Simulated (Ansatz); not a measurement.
# CdS (F-43m): displacement scan with seeded SCF runs, by script

Aim: a displacement scan with seeded SCF runs, for CdS (F-43m), run from a script.

Program: the Python package of Ansatz 0.2.0. Level of theory: DFT with a functional composed in the script, plane waves, PAW. These are calculated values, not measurements.

## Step 1: Starting point

Symmetry: F-43m, No. 216, cubic system. The conventional cell has a = 5.833 Å, b = 5.833 Å, c = 5.833 Å, α = 90.00°, β = 90.00°, γ = 90.00°. Cd (site symmetry -43m) is surrounded by 4 S at 2.53 Å. S (site symmetry -43m) has 4 Cd at 2.53 Å as nearest neighbours.

No structure file is read: the coordinates are typed or built in the script.

## Step 2: The code

File walk.py:

```python
'''A displacement scan in CdS with warm starts.'''

import ansatz as az
from ase import Atoms
import numpy as np

BETA = 0.1
MAX_SCF = 80


def main() -> None:
    atoms = Atoms(
        ['Cd', 'S'],
        scaled_positions=[
            (0.0, 0.0, 0.0),
            (0.25, 0.25, 0.25),
        ],
        cell=[
            (0.0, 2.9165, 2.9165),
            (2.9165, 0.0, 2.9165),
            (2.9165, 2.9165, 0.0),
        ],
        pbc=True,
    )
    cds = az.Crystal.from_ase(atoms)

    start = np.array(cds.resolved().sites[1].position)
    previous, rows = None, []
    for step in range(5):
        target = start + step * 0.01 * np.eye(3)[1]
        base = (
            cds.move(1, to=target).calculation()
            .functional(exchange='slater', correlation='pbe')
            .basis(12 * az.Ha, density_ratio=6)
            .accuracy('medium')  # preset for grids and thresholds
            .kpoints(3)
            .occupations(az.OccupationsMethod.FIXED)
            .mixing('anderson', beta=BETA)
            .eigensolver('davidson')
            .scf(max_iterations=MAX_SCF, self_checks='high')
            .forces()
        )
        session = base.session()
        if previous is not None:
            session.seed_next_step(previous)
        previous = session.plan(retain='wavefunctions').execute()
        report = previous.report
        shift = float(np.linalg.norm((target - start) @ np.array(report['lattice']['cell_ang'])))
        rows.append((step, shift, report['lagrangian_ev'], float(np.linalg.norm(report['forces_ev_ang'][1])), report['n_iterations'], report['n_symmetry_ops']))
    rows = [(row[0], row[1], 1000 * (row[2] - rows[0][2]), *row[3:]) for row in rows]
    print('          step         moved A          dE meV  force on it eV/A      iterations  symmetry operations')
    for row in rows:
        print(f'{str(row[0]):>14s}  {row[1]:14.4f}  {row[2]:14.3f}  {row[3]:16.4f}  {row[4]:14d}  {row[5]:19d}')


if __name__ == '__main__':
    main()
```

## Step 3: The input behind the calls

The engine receives this input (first run):

```yaml
crystal:
  lattice:
    - [0.0, 2.9165, 2.9165]
    - [2.9165, 0.0, 2.9165]
    - [2.9165, 2.9165, 0.0]
  atoms:
    - { symbol: Cd, position: [0.0, 0.0, 0.0] }
    - { symbol: S, position: [0.25, 0.25, 0.25] }
accuracy: medium
basis:
  ecutwfc: 326.536634951856
  ecutrho_ratio: 6
kpoints:
  mp_grid:
    grid: [3, 3, 3]
hamiltonian:
  xc:
    exchange: slater
    correlation: pbe
scf:
  max_iter: 80
  self_checks: high
  mixing:
    algorithm: anderson
    beta: 0.1
  occupations:
    method: fixed
  eigensolver:
    kind: davidson
output:
  forces: true
```

## Step 4: Running it

Launch:

```bash
python walk.py
```

Output:

```text
DeckWarning: basis.ecutwfc = 326.536634951856 eV is below the records' recommended 420 eV, and the density's cutoff is lower with it unless basis.ecutrho_ratio is high enough to keep the records' density cutoff: compare with a run at a higher cutoff
          step         moved A          dE meV  force on it eV/A      iterations  symmetry operations
             0          0.0000           0.000            0.0000               9                   24
             1          0.0412           3.695            0.1802               9                    2
             2          0.0825          14.863            0.3683               8                    2
             3          0.1237          33.743            0.5718               8                    2
             4          0.1650          60.728            0.7976               8                    2
```

(Warnings from the package without file and line.)

Wall time 5.2 s (1 thread of Arm Neoverse V2, shared host); peak memory 0.35 GiB.

## Step 5: Inputs of later runs

The engine's inputs for some of the other runs:

Run 2, against run 1:

```diff
@@ -8 +8 @@
-    - { symbol: S, position: [0.25, 0.25, 0.25] }
+    - { symbol: S, position: [0.25, 0.26, 0.25] }
```

Run 3, against run 1:

```diff
@@ -8 +8 @@
-    - { symbol: S, position: [0.25, 0.25, 0.25] }
+    - { symbol: S, position: [0.25, 0.27, 0.25] }
```

Run 5, against run 1:

```diff
@@ -8 +8 @@
-    - { symbol: S, position: [0.25, 0.25, 0.25] }
+    - { symbol: S, position: [0.25, 0.29, 0.25] }
```

Lines on the test bed's own set-up are left out of the output.

## Step 6: The engine's runs

From the records of these 5 runs:

```csv
run,shift of atom 2 from run 1 (Å),energy from run 1 (meV/atom),gap on the mesh (eV),SCF cycles,CPU time (s)
1,0.000,0.00,0.65,9,0.53
2,0.041,1.85,0.64,9,0.91
3,0.082,7.43,0.64,8,0.86
4,0.124,16.87,0.65,8,0.87
5,0.165,30.36,0.66,8,0.98
```

## Step 7: Results

| quantity | value |
| --- | --- |
| runs compared | 5 |
| range of energy | 30.36 meV/atom |
| lowest point, shift of atom 2 from run 1 (Å) | 0.000 |

What this shows: Runs 1, 2, 3, 4, 5: each has a cutoff under the recommended one, so what rests on them isn't a property of the system. The lowest point is at the first value of the scan; the highest lies 30.4 meV/atom above it. Reading the output:
- The cutoff lies under the one recommended for these potentials.
- The k-point mesh is coarse, and energy and stress weren't tested for convergence.
- The first step keeps the crystal's symmetry; the moved atom lowers it.
